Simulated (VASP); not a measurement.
# Cs (Im-3m) in VASP: a series of runs

One crystal, Cs, is run at these levels: PBE, PBE+D3; tasks: single point, relaxation of the atoms.

Everything below comes from runs of VASP 6.6.1. Logs are shortened: lines on timing, memory, paths and dates and some standing lists are left out, and cuts for length are marked.

## (1) The crystal as given

Symmetry: Im-3m, No. 229, cubic system. Conventional cell: a = 6.257 Å, b = 6.257 Å, c = 6.257 Å, α = 90.00°, β = 90.00°, γ = 90.00°.

## (2) Single point, PBE

Input file run.py:

```python
from ase.calculators.vasp import Vasp
from ase.dft.bandgap import bandgap
from ase.io import read

atoms = read('Cs.cif', primitive_cell=True, subtrans_included=False)
calc = Vasp(
    directory='calc',
    xc='pbe',
    pp='PBE',
    setups='materialsproject',
    prec='Accurate',
    encut=520,
    ediff=1e-07,
    ismear=0,
    sigma=0.1,
    lreal=False,
    lasph=True,
    nelm=60,
    algo='Normal',
    isif=2,
    lwave=False,
    lcharg=True,
    lelf=True,
    lvhar=True,
    kpts=[6, 6, 6],
    gamma=True,
    nbands=10,
)
atoms.calc = calc

print('energy (eV):', atoms.get_potential_energy())
print('free energy (eV):', atoms.get_potential_energy(force_consistent=True))
print('forces (eV/A):')
print(atoms.get_forces())
print('stress (eV/A^3, Voigt):', atoms.get_stress())
print('Fermi level (eV):', calc.get_fermi_level())
gap, top, bottom = bandgap(calc)
print('band gap (eV):', gap, 'from (spin, k, band)', top, 'to', bottom)
```

Input file Cs.cif:

```cif
data_Cs
_cell_length_a 6.25693012
_cell_length_b 6.25693012
_cell_length_c 6.25693012
_cell_angle_alpha 90.00000000
_cell_angle_beta 90.00000000
_cell_angle_gamma 90.00000000
_space_group_name_H-M_alt 'Im-3m'
_space_group_name_Hall '-I 4 2 3'
_space_group_IT_number 229
loop_
_space_group_symop_operation_xyz
'x,y,z'
'-x,-y,-z'
'-y,x,z'
'y,-x,-z'
'-x,-y,z'
'x,y,-z'
'y,-x,z'
'-y,x,-z'
'x,-y,-z'
'-x,y,z'
'-y,-x,-z'
'y,x,z'
'-x,y,-z'
'x,-y,z'
'y,x,-z'
'-y,-x,z'
'z,x,y'
'-z,-x,-y'
'z,-y,x'
'-z,y,-x'
'z,-x,-y'
'-z,x,y'
'z,y,-x'
'-z,-y,x'
'-z,x,-y'
'z,-x,y'
'-z,-y,-x'
'z,y,x'
'-z,-x,y'
'z,x,-y'
'-z,y,x'
'z,-y,-x'
'y,z,x'
'-y,-z,-x'
'x,z,-y'
'-x,-z,y'
'-y,z,-x'
'y,-z,x'
'-x,z,y'
'x,-z,-y'
'-y,-z,x'
'y,z,-x'
'-x,-z,-y'
'x,z,y'
'y,-z,-x'
'-y,z,x'
'x,-z,y'
'-x,z,-y'
'x+1/2,y+1/2,z+1/2'
'-x+1/2,-y+1/2,-z+1/2'
'-y+1/2,x+1/2,z+1/2'
'y+1/2,-x+1/2,-z+1/2'
'-x+1/2,-y+1/2,z+1/2'
'x+1/2,y+1/2,-z+1/2'
'y+1/2,-x+1/2,z+1/2'
'-y+1/2,x+1/2,-z+1/2'
'x+1/2,-y+1/2,-z+1/2'
'-x+1/2,y+1/2,z+1/2'
'-y+1/2,-x+1/2,-z+1/2'
'y+1/2,x+1/2,z+1/2'
'-x+1/2,y+1/2,-z+1/2'
'x+1/2,-y+1/2,z+1/2'
'y+1/2,x+1/2,-z+1/2'
'-y+1/2,-x+1/2,z+1/2'
'z+1/2,x+1/2,y+1/2'
'-z+1/2,-x+1/2,-y+1/2'
'z+1/2,-y+1/2,x+1/2'
'-z+1/2,y+1/2,-x+1/2'
'z+1/2,-x+1/2,-y+1/2'
'-z+1/2,x+1/2,y+1/2'
'z+1/2,y+1/2,-x+1/2'
'-z+1/2,-y+1/2,x+1/2'
'-z+1/2,x+1/2,-y+1/2'
'z+1/2,-x+1/2,y+1/2'
'-z+1/2,-y+1/2,-x+1/2'
'z+1/2,y+1/2,x+1/2'
'-z+1/2,-x+1/2,y+1/2'
'z+1/2,x+1/2,-y+1/2'
'-z+1/2,y+1/2,x+1/2'
'z+1/2,-y+1/2,-x+1/2'
'y+1/2,z+1/2,x+1/2'
'-y+1/2,-z+1/2,-x+1/2'
'x+1/2,z+1/2,-y+1/2'
'-x+1/2,-z+1/2,y+1/2'
'-y+1/2,z+1/2,-x+1/2'
'y+1/2,-z+1/2,x+1/2'
'-x+1/2,z+1/2,y+1/2'
'x+1/2,-z+1/2,-y+1/2'
'-y+1/2,-z+1/2,x+1/2'
'y+1/2,z+1/2,-x+1/2'
'-x+1/2,-z+1/2,-y+1/2'
'x+1/2,z+1/2,y+1/2'
'y+1/2,-z+1/2,-x+1/2'
'-y+1/2,z+1/2,x+1/2'
'x+1/2,-z+1/2,y+1/2'
'-x+1/2,z+1/2,-y+1/2'
loop_
_atom_site_label
_atom_site_type_symbol
_atom_site_symmetry_multiplicity
_atom_site_Wyckoff_symbol
_atom_site_fract_x
_atom_site_fract_y
_atom_site_fract_z
_atom_site_occupancy
Cs1 Cs 2 a 0.0000000000 0.0000000000 0.0000000000 1
```

Potentials or basis: VASP PAW PBE potentials, release 64 (Cs_sv).

Launch:

```bash
$ python run.py
```

Log:

```text
energy (eV): -0.83573294
free energy (eV): -0.84267412
forces (eV/A):
[[-0.  0.  0.]]
stress (eV/A^3, Voigt): [ 0.00050305  0.00050305  0.00050305 -0.         -0.          0.        ]
Fermi level (eV): 0.30976301
band gap (eV): 0.0 from (spin, k, band) (None, None, None) to (None, None, None)
```

OUTCAR:

```text
ENCUT = 520.000000
   EDIFF = 1.00e-07
   GGA = PE
   PREC = Accurate
   ISIF = 2
   ISMEAR = 0
   NELM = 60
   LASPH = .TRUE.
   LREAL = .FALSE.

 ion  position               nearest neighbor table
   1  0.000  0.000  0.000-

  LATTYP: Found a body centered cubic cell.
 ALAT       =     6.2569301200

  Lattice vectors:

 A1 = (  -3.1284650600,   3.1284650600,   3.1284650600)
 A2 = (   3.1284650600,  -3.1284650600,   3.1284650600)
 A3 = (   3.1284650600,   3.1284650600,  -3.1284650600)

Analysis of symmetry for initial positions (statically):
=====================================================================
 Subroutine PRICEL returns:
 Original cell was already a primitive cell.

 Routine SETGRP: Setting up the symmetry group for a
 body centered cubic supercell.

 Subroutine GETGRP returns: Found 48 space group operations
 (whereof 48 operations were pure point group operations)
 out of a pool of 48 trial point group operations.

The static configuration has the point symmetry O_h .

Analysis of symmetry for dynamics (positions and initial velocities):
=====================================================================
 Subroutine PRICEL returns:
 Original cell was already a primitive cell.

 Routine SETGRP: Setting up the symmetry group for a
 body centered cubic supercell.

 Subroutine GETGRP returns: Found 48 space group operations
 (whereof 48 operations were pure point group operations)
 out of a pool of 48 trial point group operations.

The dynamic configuration has the point symmetry O_h .

 Subroutine INISYM returns: Found 48 space group operations
 (whereof 48 operations are pure point group operations),
 and found     1 'primitive' translations

----------------------------------------------------------------------------------------

                                     Primitive cell

  volume of cell :     122.4768

  direct lattice vectors                    reciprocal lattice vectors
    -3.128465060  3.128465060  3.128465060     0.000000000  0.159822785  0.159822785
     3.128465060 -3.128465060  3.128465060     0.159822785  0.000000000  0.159822785
     3.128465060  3.128465060 -3.128465060     0.159822785  0.159822785  0.000000000

  length of vectors
     5.418660434  5.418660434  5.418660434     0.226023551  0.226023551  0.226023551

  position of ions in fractional coordinates (direct lattice)
     0.000000000  0.000000000  0.000000000

  ion indices of the primitive-cell ions
   primitive index   ion index
                 1           1

----------------------------------------------------------------------------------------

 KPOINTS: KPOINTS created by Atomic Simulation Env

[... 53 lines left out ...]
   LNONCOLLINEAR =      F non collinear calculations
   LSORBIT =      F    spin-orbit coupling
   LASPH  =      T    aspherical Exc in radial PAW
   ENCUT  =  520.0 eV  38.22 Ry    6.18 a.u.  10.08 10.08 10.08*2*pi/ulx,y,z
   NELM   =     60;   NELMIN=  2; NELMDL= -5     # of ELM steps
   EDIFF  = 0.1E-06   stopping-criterion for ELM
   LREAL  =      F    real-space projection
   EDIFFG = 0.1E-05   stopping-criterion for IOM
   NSW    =      0    number of steps for IOM
   IBRION =     -1    ionic relax: 0-MD 1-quasi-New 2-CG
   NFREE  =      0    steps in history (QN), initial steepest desc. (CG)
   ISIF   =      2    stress and relaxation
   ISYM   =      2    0-nonsym 1-usesym 2-fastsym
   POTIM  = 0.5000    time-step for ionic-motion
   TEBEG  =    0.0;   TEEND  =   0.0 temperature during run
   PSTRESS=    0.0 pullay stress
   NELECT =       9.0000    total number of electrons
   NUPDOWN=      -1.0000    fix difference up-down
   EMIN   =  10.00;   EMAX   =-10.00  energy-range for DOS
   EFERMI =   0.00;   METHOD = LEGACY
   ISMEAR =     0;   SIGMA  =   0.10  broadening in eV -4-tet -1-fermi 0-gaus
   EFERMI_NEDOS =   21; number of points for ismear=-14 and -15
   IALGO  =     38    algorithm
   IMIX   =      4    mixing-type and parameters
     AMIX     =   0.40;   BMIX     =  1.00
     AMIX_MAG =   1.60;   BMIX_MAG =  1.00
  volume/ion in A,a.u.               =     122.48       826.51
  Fermi-wavevector in a.u.,A,eV,Ry     =   0.685706  1.295796  6.397353  0.470192
  Thomas-Fermi vector in A             =   1.765724
   LORBIT       =      0    0 simple, 1 ext, 2 COOP (PROOUT), +10 PAW based schemes
   GGA     = PE    functional components
   LHFCALC =     F    Hartree Fock is set to
   AEXX    =    0.0000 exact exchange contribution
   IVDW    =     0    specifies the selected vdW correction
   LEPSILON=     F    determine dielectric tensor
   LRPA    =     F    only Hartree local field effects (RPA)
 non-spin polarized calculation
 Gauss-broadening in eV      SIGMA  =   0.10
  energy-cutoff  :      520.00
  volume of cell :      122.48
 maximum number of plane-waves:      3322
   NGX = 21   NGY = 21   NGZ = 21

 number of electron       8.9999999 magnetization

 Free energy of the ion-electron system (eV)
  ---------------------------------------------------
  ext. energy  EPLUGINS =         0.00000000
  ---------------------------------------------------
  free energy    TOTEN  =        -0.84267412 eV

  energy without entropy =       -0.82879176  energy(sigma->0) =       -0.83573294

 E-fermi :   0.3098     XC(G=0):  -5.2514

 val. band max:        0.1829329014   @ k =   0.1667   0.1667   0.1667
 cond. band min:       0.3250872543   @ k =   0.3333   0.1667  -0.0000
 fundamental gap:      0.1421543529
 Fermi energy:         0.3097630059

 k-point     1 :       0.0000    0.0000    0.0000
  band No.  band energies     occupation
      1     -23.5922      2.00000
      2     -10.3437      2.00000
      3     -10.3437      2.00000
      4     -10.3437      2.00000
      5      -1.3125      2.00000
      6       2.7553      0.00000
      7       2.7553      0.00000
      8       2.7553      0.00000
      9       3.5701      0.00000
     10       3.5701      0.00000
[... 183 lines left out ...]
 k-point    16 :       0.5000    0.5000    0.5000
  band No.  band energies     occupation
      1     -23.5833      2.00000
      2     -10.4230      2.00000
      3     -10.4230      2.00000
      4     -10.4230      2.00000
      5       1.0012      0.00000
      6       1.0012      0.00000
      7       3.1577      0.00000
      8       3.1577      0.00000
      9       3.1577      0.00000
     10       4.4460      0.00000

------------------------ aborting loop because EDIFF is reached ----------------------------------------

  FORCE on cell =-STRESS in cart. coord.  units (eV):
  Direction    XX          YY          ZZ          XY          YZ          ZX
  --------------------------------------------------------------------------------------
  -------------------------------------------------------------------------------------
  Total       -0.0616118     -0.0616118     -0.0616118      0.0000000      0.0000000      0.0000000
  in kB       -0.8059730     -0.8059730     -0.8059730      0.0000000      0.0000000      0.0000000
  external PRESSURE =      -0.8059730 kB  Pullay stress =       0.0000000 kB

 VOLUME and BASIS-vectors are now :
 -----------------------------------------------------------------------------
  energy-cutoff  :      520.00
  volume of cell :      122.48
      direct lattice vectors                 reciprocal lattice vectors
    -3.128465060  3.128465060  3.128465060     0.000000000  0.159822785  0.159822785
     3.128465060 -3.128465060  3.128465060     0.159822785  0.000000000  0.159822785
     3.128465060  3.128465060 -3.128465060     0.159822785  0.159822785  0.000000000

 POSITION                                       TOTAL-FORCE (eV/Angst)
 -----------------------------------------------------------------------------------
      0.00000      0.00000      0.00000        -0.000000      0.000000      0.000000
 -----------------------------------------------------------------------------------
    total drift:                               -0.000000     -0.000000     -0.000000

  FREE ENERGIE OF THE ION-ELECTRON SYSTEM (eV)
  ---------------------------------------------------
  free  energy   TOTEN  =        -0.8426741200 eV

  energy  without entropy=       -0.8287917583  energy(sigma->0) =       -0.83573294
```

INCAR:

```text
ENCUT = 520.000000
SIGMA = 0.100000
EDIFF = 1.00e-07
ALGO = Normal
GGA = PE
PREC = Accurate
ISIF = 2
ISMEAR = 0
NBANDS = 10
NELM = 60
LASPH = .TRUE.
LCHARG = .TRUE.
LELF = .TRUE.
LVHAR = .TRUE.
LWAVE = .FALSE.
LREAL = .FALSE.
```

Run time: 18 s. Hardware: 1 thread of Intel Xeon Platinum 8488C (Sapphire Rapids), shared host; peak memory 0.22 GiB.

Results:

| Quantity | Value |
| --- | --- |
| Free energy | -0.8427 eV |
| Pressure | -0.1 GPa |
| Band gap on the k mesh | none (metal or under the smearing width) |

## (3) Relaxation of the atoms, PBE+D3 (cell strained at random at fixed volume)

Input file INCAR:

```
SYSTEM = Cs
  PREC = Accurate
  ENCUT = 500
  EDIFF = 1E-7
  ISMEAR = 1
  SIGMA = 0.2
  LREAL = .False.
  LASPH = .True.
  NELM = 60
  ALGO = Normal
  ISIF = 2
  LWAVE = .False.
  LCHARG = .False.
  GGA = PE
  IVDW = 11
  IBRION = 2
  NSW = 40
  EDIFFG = -0.02
```

Input file KPOINTS:

```
regular mesh
0
Gamma
  6 6 6
  0 0 0
```

Input file POSCAR:

```
Cs
1.0
   -3.1281070000      3.1897570000      3.1138860000
    3.0946140000     -3.1626950000      3.0533310000
    3.1432990000      3.1778860000     -3.0868240000
Cs
1
Cartesian
   -0.1668393933      0.1650355786     -0.0674037241
```

Potentials or basis: VASP PAW PBE potentials, release 64 (Cs_sv).

Launch:

```bash
$ cat potpaw_PBE.64/Cs_sv/POTCAR > POTCAR
$ mpirun -np 1 vasp_std > vasp.out
```

It took 75 s on 1 thread of Intel Xeon Platinum 8488C (Sapphire Rapids), shared host; peak memory 0.3 GiB.

It converged, with:

```
Free energy                : -0.9500 eV
Pressure after relaxing    : -0.1 GPa
Band gap on the k mesh     : none (metal or under the smearing width)
Dispersion energy per atom : -0.109 eV
```

Final structure:
```yaml
crystal:
  lattice:
    - [-3.12811, 3.18976, 3.11389]
    - [3.09461, -3.16269, 3.05333]
    - [3.14330, 3.17789, -3.08682]
  atoms:
    - { symbol: Cs, position: [0.01484, 0.96194, 0.99916] }
```

Levels at points of the mesh, in eV from the Fermi level:
```
           k point  band 1  band 2  band 3  band 4  band 5  band 6  band 7  band 8
(0.00, 0.00, 0.00)  -23.90  -10.65  -10.65  -10.65   -1.62    2.38    2.45    2.52
(0.50, 0.00, 0.00)  -23.89  -10.76  -10.69  -10.65    0.04    0.79    1.66    3.08
(0.00, 0.50, 0.00)  -23.89  -10.76  -10.69  -10.65    0.09    0.86    1.57    3.12
(0.50, 0.50, 0.00)  -23.89  -10.76  -10.69  -10.65    0.04    0.79    1.71    3.01
(0.00, 0.00, 0.50)  -23.89  -10.76  -10.68  -10.65    0.03    0.77    1.70    3.03
(0.50, 0.00, 0.50)  -23.89  -10.76  -10.69  -10.65    0.06    0.82    1.57    3.17
(0.00, 0.50, 0.50)  -23.89  -10.76  -10.69  -10.65    0.06    0.82    1.66    3.04
(0.50, 0.50, 0.50)  -23.89  -10.73  -10.73  -10.72    0.67    0.72    2.72    2.88
```

Caveat: the relaxation stopped at its first step, so nothing moved; pairwise dispersion overbinds metals, which lowers pressure and volume. Spin-orbit coupling is left out, which matters for the levels of Cs.

## (4) Single point, PBE

Input file INCAR:

```
ADDGRID  = False        
ALGO     = Normal         # electronic algorithm
EDIFF    = 1E-8           # SCF threshold, eV
ENCUT    = 900            # plane-wave cutoff, eV
GGA      = PE             # functional
ISIF     = 2              # what is computed and relaxed
ISMEAR   = 0              # smearing method
LASPH    = True           # aspherical terms in the spheres
LCHARG   = False          # write CHGCAR
LREAL    = False          # projectors in reciprocal space
LWAVE    = False          # write WAVECAR
NBANDS   = 10             # bands
NELM     = 100            # most SCF steps
PREC     = Accurate       # precision mode
SIGMA    = 0.05           # smearing width, eV
```

Input file KPOINTS:

```
k-points
0
Gamma
  10 10 10
```

Input file POSCAR:

```
Cs
1.0
   -3.1284650614      3.1284650614      3.1284650614
    3.1284650614     -3.1284650614      3.1284650614
    3.1284650614      3.1284650614     -3.1284650614
Cs
1
Direct
    0.0000000000      0.0000000000      0.0000000000
```

Launch:

```bash
$ cat potpaw_PBE.64/Cs_sv/POTCAR > POTCAR
$ mpirun -np 1 vasp_std > vasp.out
```

It took 86 s on 1 thread of Intel Xeon Platinum 8375C at 2.90GHz (Ice Lake), shared host; peak memory 0.45 GiB.

It converged, with:

- Free energy: -0.8459 eV
- Pressure: -0.1 GPa
- Band gap on the k mesh: none (metal or under the smearing width)

Levels at points of the mesh, in eV from the Fermi level:
```
           k point  band 2  band 3  band 4  band 5  band 6  band 7
(0.00, 0.00, 0.00)  -10.66  -10.66  -10.66   -1.63    2.44    2.44
(0.50, 0.00, 0.00)  -10.77  -10.70  -10.66    0.05    0.80    1.63
(0.50, 0.50, 0.50)  -10.74  -10.74  -10.74    0.68    0.68    2.84
```

The run has no spin-orbit coupling, so splittings on Cs are missing.

[end of part 1 of 2]
